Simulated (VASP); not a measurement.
# GaAs (F-43m) in VASP: settings compared

One crystal, GaAs, is run at these levels: r2SCAN+D4, r2SCAN, LDA; tasks: relaxation of cell and atoms, single point.

Everything below comes from runs of VASP 6.6.1. Logs are shortened: lines on timing, memory, paths and dates and some standing lists are left out, and cuts for length are marked.

**Experimental background.**

From “Evidence of valence band perturbations in GaAsN/GaAs(001): A combined variable-angle spectroscopic ellipsometry and modulated photoreflectance investigation”, 2008, arxiv:0805.2212, for a bulk crystal of GaAs at 300 K: band gap 1.418 ± 0.005 eV (direct).

The results are compared with them further down.

### Step 1. Starting point

The structure is cubic, space group F-43m (No. 216). The conventional cell has a = 5.654 Å, b = 5.654 Å, c = 5.654 Å, α = 90.00°, β = 90.00°, γ = 90.00°. As (site symmetry -43m) has 4 Ga at 2.45 Å as nearest neighbours. Ga (site symmetry -43m) has 4 As at 2.45 Å as nearest neighbours.

### Step 2. Relaxation of cell and atoms, r2SCAN+D4

File INCAR:

```
ALGO = Normal
EDIFF = 1E-6
EDIFFG = -0.005
ENCUT = 600
IBRION = 2
ISIF = 3
ISMEAR = 0
IVDW = 13
LASPH = True
LCHARG = False
LMIXTAU = True
LREAL = False
LWAVE = False
METAGGA = R2SCAN
NELM = 100
NSW = 60
PREC = Accurate
SIGMA = 0.05
VDW_A1 = 0.51559235
VDW_A2 = 5.77342911
VDW_S6 = 1.0
VDW_S8 = 0.6018749
```

File KPOINTS:

```
k-points
0
Gamma
  8 8 8
```

File POSCAR:

```
GaAs
1.0
    0.0000000000      2.8268500000      2.8268500000
    2.8268500000      0.0000000000      2.8268500000
    2.8268500000      2.8268500000      0.0000000000
As Ga
1 1
Direct
    0.7500000000      0.7500000000      0.7500000000
    0.0000000000      0.0000000000      0.0000000000
```

Potentials or basis: VASP PAW PBE potentials, release 64 (As, Ga_d).

Started as:

```sh
> cat potpaw_PBE.64/As/POTCAR potpaw_PBE.64/Ga_d/POTCAR > POTCAR
> mpirun -np 1 vasp_std > vasp.out
```

OUTCAR:

```text
EDIFF = 1E-6
   EDIFFG = -0.005
   ENCUT = 600
   IBRION = 2
   ISIF = 3
   ISMEAR = 0
   IVDW = 13
   LASPH = True
   LREAL = False
   METAGGA = R2SCAN
   NELM = 100
   NSW = 60
   PREC = Accurate

 ion  position               nearest neighbor table
   1  0.750  0.750  0.750-   2 2.45   2 2.45   2 2.45   2 2.45
   2  0.000  0.000  0.000-   1 2.45   1 2.45   1 2.45   1 2.45

  LATTYP: Found a face centered cubic cell.
 ALAT       =     5.6537000000

  Lattice vectors:

 A1 = (   0.0000000000,   2.8268500000,   2.8268500000)
 A2 = (   2.8268500000,   0.0000000000,   2.8268500000)
 A3 = (   2.8268500000,   2.8268500000,   0.0000000000)

Analysis of symmetry for initial positions (statically):
=====================================================================
 Subroutine PRICEL returns:
 Original cell was already a primitive cell.

 Routine SETGRP: Setting up the symmetry group for a
 face centered cubic supercell.

 Subroutine GETGRP returns: Found 24 space group operations
 (whereof 24 operations were pure point group operations)
 out of a pool of 48 trial point group operations.

The static configuration has the point symmetry T_d .

Analysis of symmetry for dynamics (positions and initial velocities):
=====================================================================
 Subroutine PRICEL returns:
 Original cell was already a primitive cell.

 Routine SETGRP: Setting up the symmetry group for a
 face centered cubic supercell.

 Subroutine GETGRP returns: Found 24 space group operations
 (whereof 24 operations were pure point group operations)
 out of a pool of 48 trial point group operations.

The dynamic configuration has the point symmetry T_d .

 Subroutine INISYM returns: Found 24 space group operations
 (whereof 24 operations are pure point group operations),
 and found     1 'primitive' translations

----------------------------------------------------------------------------------------

                                     Primitive cell

  volume of cell :      45.1792

  direct lattice vectors                    reciprocal lattice vectors
     0.000000000  2.826850000  2.826850000    -0.176875321  0.176875321  0.176875321
     2.826850000  0.000000000  2.826850000     0.176875321 -0.176875321  0.176875321
     2.826850000  2.826850000  0.000000000     0.176875321  0.176875321 -0.176875321

  length of vectors
     3.997769609  3.997769609  3.997769609     0.306357042  0.306357042  0.306357042

  position of ions in fractional coordinates (direct lattice)
     0.750000000  0.750000000  0.750000000
     0.000000000  0.000000000  0.000000000

  ion indices of the primitive-cell ions
   primitive index   ion index
                 1           1
                 2           2

----------------------------------------------------------------------------------------

 KPOINTS: k-points

Automatic generation of k-mesh.
 Grid dimensions read from file:
 generate k-points for:    8    8    8

 Generating k-lattice:

  Cartesian coordinates                     Fractional coordinates (reciprocal lattice)
    -0.022109415  0.022109415  0.022109415     0.125000000  0.000000000  0.000000000
     0.022109415 -0.022109415  0.022109415     0.000000000  0.125000000  0.000000000
     0.022109415  0.022109415 -0.022109415     0.000000000  0.000000000  0.125000000

  Length of vectors
     0.038294630  0.038294630  0.038294630

  Shift w.r.t. Gamma in fractional coordinates (k-lattice)
     0.000000000  0.000000000  0.000000000

 Subroutine IBZKPT returns following result:
 ===========================================

 Found     29 irreducible k-points:

 Following reciprocal coordinates:
            Coordinates               Weight
  0.000000  0.000000  0.000000      1.000000
  0.125000  0.000000  0.000000      8.000000
  0.250000  0.000000  0.000000      8.000000
  0.375000  0.000000  0.000000      8.000000
  0.500000  0.000000  0.000000      4.000000
  0.125000  0.125000  0.000000      6.000000
[... 16 lines left out ...]
  0.500000  0.250000  0.125000     48.000000
 -0.375000  0.250000  0.125000     24.000000
 [... further k-points ...]
   k-points           NKPTS =     29   k-points in BZ     NKDIM =     29   number of bands    NBANDS=     13
   number of dos      NEDOS =    301   number of ions     NIONS =      2
   total plane-waves  NPLWV =  32768
   dimension x,y,z NGX =    32 NGY =   32 NGZ =   32
   dimension x,y,z NGXF=    64 NGYF=   64 NGZF=   64
   ions per type =               1   1
   NGX,Y,Z   is equivalent  to a cutoff of  13.31, 13.31, 13.31 a.u.
   NGXF,Y,Z  is equivalent  to a cutoff of  26.61, 26.61, 26.61 a.u.
 SYSTEM =  unknown system
   PREC   = accura    normal or accurate (medium, high low for compatibility)
   ISTART =      0    job   : 0-new  1-cont  2-samecut
   ICHARG =      2    charge: 1-file 2-atom 10-const
   ISPIN  =      1    spin polarized calculation?
   LNONCOLLINEAR =      F non collinear calculations
   LSORBIT =      F    spin-orbit coupling
   LASPH  =      T    aspherical Exc in radial PAW
   ENCUT  =  600.0 eV  44.10 Ry    6.64 a.u.   7.98  7.98  7.98*2*pi/ulx,y,z
   NELM   =    100;   NELMIN=  2; NELMDL= -5     # of ELM steps
   EDIFF  = 0.1E-05   stopping-criterion for ELM
   LREAL  =      F    real-space projection
   EDIFFG = -.5E-02   stopping-criterion for IOM
   NSW    =     60    number of steps for IOM
   IBRION =      2    ionic relax: 0-MD 1-quasi-New 2-CG
   NFREE  =      1    steps in history (QN), initial steepest desc. (CG)
   ISIF   =      3    stress and relaxation
   ISYM   =      2    0-nonsym 1-usesym 2-fastsym
   POTIM  = 0.5000    time-step for ionic-motion
   TEBEG  =    0.0;   TEEND  =   0.0 temperature during run
   PSTRESS=    0.0 pullay stress
   NELECT =      18.0000    total number of electrons
   NUPDOWN=      -1.0000    fix difference up-down
   EMIN   =  10.00;   EMAX   =-10.00  energy-range for DOS
   EFERMI =   0.00;   METHOD = LEGACY
   ISMEAR =     0;   SIGMA  =   0.05  broadening in eV -4-tet -1-fermi 0-gaus
   EFERMI_NEDOS =   21; number of points for ismear=-14 and -15
   IALGO  =     38    algorithm
   IMIX   =      4    mixing-type and parameters
     AMIX     =   0.40;   BMIX     =  1.00
     AMIX_MAG =   1.60;   BMIX_MAG =  1.00
  volume/ion in A,a.u.               =      22.59       152.44
  Fermi-wavevector in a.u.,A,eV,Ry     =   1.204628  2.276417 19.743799  1.451128
  Thomas-Fermi vector in A             =   2.340347
   LORBIT       =      0    0 simple, 1 ext, 2 COOP (PROOUT), +10 PAW based schemes
   METAGGA = R2SCAN    functional components
   LHFCALC =     F    Hartree Fock is set to
   AEXX    =    0.0000 exact exchange contribution
   IVDW    =    13    specifies the selected vdW correction
   LEPSILON=     F    determine dielectric tensor
   LRPA    =     F    only Hartree local field effects (RPA)
 conjugate gradient relaxation of ions
 non-spin polarized calculation
 Gauss-broadening in eV      SIGMA  =   0.05
  energy-cutoff  :      600.00
  volume of cell :       45.18
 maximum number of plane-waves:      1540
   NGX = 15   NGY = 15   NGZ = 15

--------------------------------------- Ionic step        1  -------------------------------------------

 number of electron      18.0000011 magnetization

 Free energy of the ion-electron system (eV)
  ---------------------------------------------------
  ext. energy  EPLUGINS =         0.00000000
  ---------------------------------------------------
  free energy    TOTEN  =       -27.05341461 eV

  energy without entropy =      -27.05341461  energy(sigma->0) =      -27.05341461

------------------------ aborting loop because EDIFF is reached ----------------------------------------

  DFT-D4 for vdW energy calculation

  Edisp (eV):   -0.28684

  FORCE on cell =-STRESS in cart. coord.  units (eV):
  Direction    XX          YY          ZZ          XY          YZ          ZX
  --------------------------------------------------------------------------------------
  -------------------------------------------------------------------------------------
  Total      -0.09571    -0.09571    -0.09571     0.00000     0.00000    -0.00000
  in kB      -3.39409    -3.39409    -3.39409     0.00000     0.00000    -0.00000
  external pressure =       -3.39 kB  Pullay stress =        0.00 kB
[... 61 lines left out ...]
  energy  without entropy=      -27.3404715413  energy(sigma->0) =      -27.34047154

--------------------------------------- Ionic step        3  -------------------------------------------

 number of electron      18.0000010 magnetization

 Free energy of the ion-electron system (eV)
  ---------------------------------------------------
  ext. energy  EPLUGINS =         0.00000000
  ---------------------------------------------------
  free energy    TOTEN  =       -27.05236359 eV

  energy without entropy =      -27.05236359  energy(sigma->0) =      -27.05236359

 E-fermi :   4.0026     XC(G=0): -10.2797

 val. band max:        3.7278622056   @ k =   0.0000   0.0000   0.0000
 cond. band min:       4.7641684011   @ k =   0.0000   0.0000   0.0000
 fundamental gap:      1.0363061955
 Fermi energy:         4.0025502809

 k-point     1 :       0.0000    0.0000    0.0000
  band No.  band energies     occupation
      1     -11.5194      2.00000
      2     -11.5194      2.00000
      3     -11.5194      2.00000
      4     -11.4281      2.00000
      5     -11.4281      2.00000
      6      -9.5206      2.00000
      7       3.7278      2.00000
      8       3.7279      2.00000
      9       3.7279      2.00000
     10       4.7642      0.00000
     11       7.7687      0.00000
     12       7.7688      0.00000
     13       7.7688      0.00000
[... 353 lines left out ...]
 k-point    24 :      -0.3750    0.2500    0.1250
  band No.  band energies     occupation
      1     -11.6191      2.00000
      2     -11.4913      2.00000
      3     -11.4837      2.00000
      4     -11.4329      2.00000
      5     -11.4244      2.00000
      6      -7.2907      2.00000
      7      -2.9482      2.00000
      8       0.4094      2.00000
      9       1.7143      2.00000
     10       7.1319      0.00000
     11       8.2573      0.00000
     12      10.5303      0.00000
     13      11.9727      0.00000

 [... further k-points ...]

------------------------ aborting loop because EDIFF is reached ----------------------------------------

  DFT-D4 for vdW energy calculation

  Edisp (eV):   -0.28815

  FORCE on cell =-STRESS in cart. coord.  units (eV):
  Direction    XX          YY          ZZ          XY          YZ          ZX
  --------------------------------------------------------------------------------------
  -------------------------------------------------------------------------------------
  Total      -0.00195    -0.00195    -0.00195    -0.00000     0.00000    -0.00000
  in kB      -0.06941    -0.06941    -0.06941    -0.00000     0.00000    -0.00000
  external pressure =       -0.07 kB  Pullay stress =        0.00 kB
[... 17 lines left out ...]
  FREE ENERGIE OF THE ION-ELECTRON SYSTEM (eV)
  ---------------------------------------------------
  free  energy   TOTEN  =       -27.3405102938 eV

  energy  without entropy=      -27.3405102938  energy(sigma->0) =      -27.34051029

 reached required accuracy - stopping structural energy minimisation
```

Run time: 3.5 min. Hardware: 1 thread of Intel Xeon Platinum 8259CL at 2.50GHz (Skylake/Cascade Lake), shared host; peak memory 0.21 GiB.

Results:

```yaml
Free_energy: -27.3405 eV
Relaxed_volume: 22.48 Å³/atom
Relaxed_cell: a = 3.991 Å, b = 3.991 Å, c = 3.991 Å, α = 60.00°, β = 60.00°, γ = 60.00°
Space_group_after_relaxing_to_0.05_Å: F-43m (No. 216)
Energy_gained_by_relaxing: 0.1 meV/atom
Ionic_steps: 3
Pressure_after_relaxing: 0.0 GPa
Band_gap_on_the_k_mesh: 1.04 eV, direct
Dispersion_energy_per_atom: -0.144 eV
```

Step by step:
| step | energy change (eV) | largest force (eV/Å) | pressure (GPa) | volume (Å³) |
| --- | --- | --- | --- | --- |
| 1 | 0.0000 | 0.0000 | -0.34 | 45.18 |
| 2 | -0.0002 | 0.0000 | 0.16 | 44.87 |
| 3 | -0.0003 | 0.0000 | -0.01 | 44.95 |

Final structure:
```
As Ga
1.0
     0.00000    2.82210    2.82210
     2.82210    0.00000    2.82210
     2.82210    2.82210    0.00000
As Ga
1 1
Direct
  0.75000 0.75000 0.75000
  0.00000 0.00000 0.00000
```

Levels at points of the mesh, in eV from the valence-band top:
```
           k point  band 5  band 6  band 7  band 8  band 9  band 10  band 11  band 12  band 13
(0.00, 0.00, 0.00)  -15.16  -13.25    0.00    0.00    0.00     1.04     4.04     4.04     4.04
(0.50, 0.00, 0.00)  -15.15  -11.38   -6.85   -1.19   -1.19     1.38     4.99     4.99     8.30
(0.50, 0.50, 0.00)  -15.14  -10.60   -7.02   -2.79   -2.79     1.75     1.95    10.90    10.90
```

Caveat: the PAW data sets were made with another functional, which shifts forces and pressure a little.

### Step 3. Single point, r2SCAN

File INCAR:

```
SYSTEM = GaAs
PREC = Accurate ; ENCUT = 520
EDIFF = 1E-6 ; ISMEAR = -1
SIGMA = 0.05 ; LREAL = .False.
LASPH = .True. ; NELM = 60
ALGO = Normal ; ISIF = 2
LWAVE = .False. ; LCHARG = .True.
METAGGA = R2SCAN ; LMIXTAU = .True.
LELF = .True. ; LVHAR = .True.
```

File KPOINTS:

```
Automatic mesh
0
Gamma
  8 8 8
  0 0 0
```

POSCAR is that of step 2.

Potentials or basis: VASP PAW PBE potentials, release 64 (As, Ga_d).

Started as:

```sh
> cat potpaw_PBE.64/As/POTCAR potpaw_PBE.64/Ga_d/POTCAR > POTCAR
> mpirun -np 1 vasp_std > vasp.out
```

Wall time 1.8 min (1 thread of Intel Xeon Platinum 8259CL at 2.50GHz (Skylake/Cascade Lake), shared host); peak memory 0.18 GiB.

Results (log left out):

* Free energy: -27.0526 eV
* Pressure: 0.6 GPa
* Band gap on the k mesh: 1.00 eV, direct

Levels at points of the mesh, in eV from the valence-band top:
| k point | band 5 | band 6 | band 7 | band 8 | band 9 | band 10 | band 11 | band 12 | band 13 |
| --- | --- | --- | --- | --- | --- | --- | --- | --- | --- |
| (0.00, 0.00, 0.00) | -15.15 | -13.21 | 0.00 | 0.00 | 0.00 | 1.00 | 4.04 | 4.04 | 4.04 |
| (0.50, 0.00, 0.00) | -15.14 | -11.36 | -6.82 | -1.18 | -1.18 | 1.36 | 4.99 | 4.99 | 8.29 |
| (0.50, 0.50, 0.00) | -15.13 | -10.58 | -6.99 | -2.78 | -2.78 | 1.76 | 1.95 | 10.86 | 10.86 |

Caveat: the PAW data sets were made with another functional, which shifts forces and pressure a little.

### Step 4. Single point, LDA (grid = ENCUT=400 dk=0.35 cell=3x3x3 ISMEAR=0 SIGMA=0.05 LREAL=Auto EDIFF=1e-06)

File INCAR:

```
PREC = Accurate
ENCUT = 400
EDIFF = 1E-6
ISMEAR = 0
SIGMA = 0.05
LREAL = Auto
LASPH = T
NELM = 120
ALGO = Fast
ISIF = 2
LWAVE = F
LCHARG = F
NBANDS = 261
NCORE = 1
KPAR = 2
```

File KPOINTS:

```
Automatic mesh
0
Gamma
  2 2 2
```

File POSCAR:

```
GaAs
1.0
    0.0000000000      8.4805500000      8.4805500000
    8.4805500000      0.0000000000      8.4805500000
    8.4805500000      8.4805500000      0.0000000000
Ga As
27 27
Direct
    0.2500000000      0.2500000000      0.2500000000
    0.0000000000      0.0000000000      0.0000000000
    0.0000000000      0.0000000000      0.3333333333
    0.0000000000      0.0000000000      0.6666666667
    0.0000000000      0.3333333333      0.0000000000
    0.0000000000      0.3333333333      0.3333333333
    0.0000000000      0.3333333333      0.6666666667
    0.0000000000      0.6666666667      0.0000000000
    0.0000000000      0.6666666667      0.3333333333
    0.0000000000      0.6666666667      0.6666666667
    0.3333333333      0.0000000000      0.0000000000
    0.3333333333      0.0000000000      0.3333333333
    0.3333333333      0.0000000000      0.6666666667
    0.3333333333      0.3333333333      0.0000000000
    0.3333333333      0.3333333333      0.6666666667
    0.3333333333      0.6666666667      0.0000000000
    0.3333333333      0.6666666667      0.3333333333
    0.3333333333      0.6666666667      0.6666666667
    0.6666666667      0.0000000000      0.0000000000
    0.6666666667      0.0000000000      0.3333333333
    0.6666666667      0.0000000000      0.6666666667
    0.6666666667      0.3333333333      0.0000000000
    0.6666666667      0.3333333333      0.3333333333
    0.6666666667      0.3333333333      0.6666666667
    0.6666666667      0.6666666667      0.0000000000
    0.6666666667      0.6666666667      0.3333333333
    0.6666666667      0.6666666667      0.6666666667
    0.2500000000      0.2500000000      0.5833333333
    0.2500000000      0.2500000000      0.9166666667
    0.2500000000      0.5833333333      0.2500000000
    0.2500000000      0.5833333333      0.5833333333
    0.2500000000      0.5833333333      0.9166666667
    0.2500000000      0.9166666667      0.2500000000
    0.2500000000      0.9166666667      0.5833333333
    0.2500000000      0.9166666667      0.9166666667
    0.5833333333      0.2500000000      0.2500000000
    0.5833333333      0.2500000000      0.5833333333
    0.5833333333      0.2500000000      0.9166666667
    0.5833333333      0.5833333333      0.2500000000
    0.5833333333      0.5833333333      0.5833333333
    0.5833333333      0.5833333333      0.9166666667
    0.5833333333      0.9166666667      0.2500000000
    0.5833333333      0.9166666667      0.5833333333
    0.5833333333      0.9166666667      0.9166666667
    0.9166666667      0.2500000000      0.2500000000
    0.9166666667      0.2500000000      0.5833333333
    0.9166666667      0.2500000000      0.9166666667
    0.9166666667      0.5833333333      0.2500000000
    0.9166666667      0.5833333333      0.5833333333
    0.9166666667      0.5833333333      0.9166666667
    0.9166666667      0.9166666667      0.2500000000
    0.9166666667      0.9166666667      0.5833333333
    0.9166666667      0.9166666667      0.9166666667
    0.3333333333      0.3333333333      0.3333333333
```

Potentials or basis: VASP PAW LDA potentials, release 64 (Ga_d, As).

Started as:

```sh
> cat potpaw_LDA.64/Ga_d/POTCAR potpaw_LDA.64/As/POTCAR > POTCAR
> mpirun -np 4 vasp_std > vasp.out
```

It took 17 min on 4 MPI ranks of Intel Xeon Platinum 8259CL at 2.50GHz (Skylake/Cascade Lake), shared host; peak memory 0.71 GiB.

The run converged, but some of its settings lie outside the range that counts as converged, so its numbers aren't taken as properties of the crystal.

What came out:

```
Free energy            : -257.0358 eV
Pressure               : -1.4 GPa
Largest force          : 0.565 eV/Å
Band gap on the k mesh : none (metal or under the smearing width)
```

### Step 5. How close it comes

Step 3. A measured gap of GaAs is 1.418 eV (direct; 300 K; “Evidence of valence band perturbations in GaAsN/GaAs(001): A combined variable-angle spectroscopic ellipsometry and modulated photoreflectance investigation”, 2008, arxiv:0805.2212); the calculated 1.00 eV misses it by -0.42 eV. 3 values of this kind are on record (1.412 to 1.51 eV); this one was drawn at random among those near their median, those with a stated uncertainty first. Spin-orbit coupling on As, Ga is left out. The value is that of r2SCAN on a finite k mesh, which can miss the band edges, without temperature or zero-point motion.
